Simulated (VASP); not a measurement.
**CdS: Born charges and dielectric tensor with PBE**

The system is CdS.

```
Cd S
1.0
     0.00000    3.02474    3.02474
     3.02474    0.00000    3.02474
     3.02474    3.02474    0.00000
Cd S
1 1
Direct
  0.00000 0.00000 0.00000
  0.25000 0.25000 0.25000
```

```yaml
Program: VASP 6.6.1
Task: Born charges and dielectric tensor
Functional: PBE
Potentials_or_basis: VASP PAW PBE potentials, release 64 (Cd, S)
Cutoff: 520 eV
k_mesh: 2 × 2 × 2
Occupations: gaussian, width 0.02 eV
Spin: no spin polarisation
Further_INCAR_settings: ALGO = Fast; EDIFF = 1e-08; IBRION = 8; NSW = 1
```

```json
{
 "Band gap on the k mesh": "0.72 eV, direct",
 "Electronic dielectric tensor (diagonal)": "135.68",
 "Born charges (mean of the diagonal)": "Cd +8.66; S -8.66 e",
 "Highest phonon frequency at Γ, LO-TO splitting left out": "194 cm⁻¹"
}
```

Levels at points of the mesh, in eV from the valence-band top:
| k point | band 6 | band 7 | band 8 | band 9 | band 10 | band 11 | band 12 | band 13 |
| --- | --- | --- | --- | --- | --- | --- | --- | --- |
| (0.00, 0.00, 0.00) | -7.45 | 0.00 | 0.00 | 0.00 | 0.72 | 6.30 | 6.30 | 6.30 |
| (0.50, 0.00, 0.00) | -7.13 | -3.92 | -0.63 | -0.63 | 2.63 | 6.75 | 6.75 | 7.06 |
| (0.50, 0.50, 0.00) | -7.06 | -3.65 | -1.58 | -1.58 | 3.50 | 3.98 | 8.76 | 9.95 |

Phonon frequencies in cm⁻¹ (negative: imaginary):
```
              q point        frequencies
(0.000, 0.000, 0.000)  0 0 0 194 194 194
```

Electronic dielectric tensor:
```
135.68   0.00   0.00
  0.00 135.68   0.00
  0.00   0.00 135.68
```

Born effective charge tensors (e):
atom 1, Cd
```
8.66 0.00 0.00
0.00 8.66 0.00
0.00 0.00 8.66
```
atom 2, S
```
-8.66  0.00  0.00
 0.00 -8.66  0.00
 0.00  0.00 -8.66
```

Wall time 74 s on 1 thread of AMD EPYC 7R13 Processor (Zen 3), with other jobs on the host, peak memory 0.17 GiB.

Caveat: the k mesh is coarse (spacing up to 0.90 Å⁻¹), so the values aren't converged.
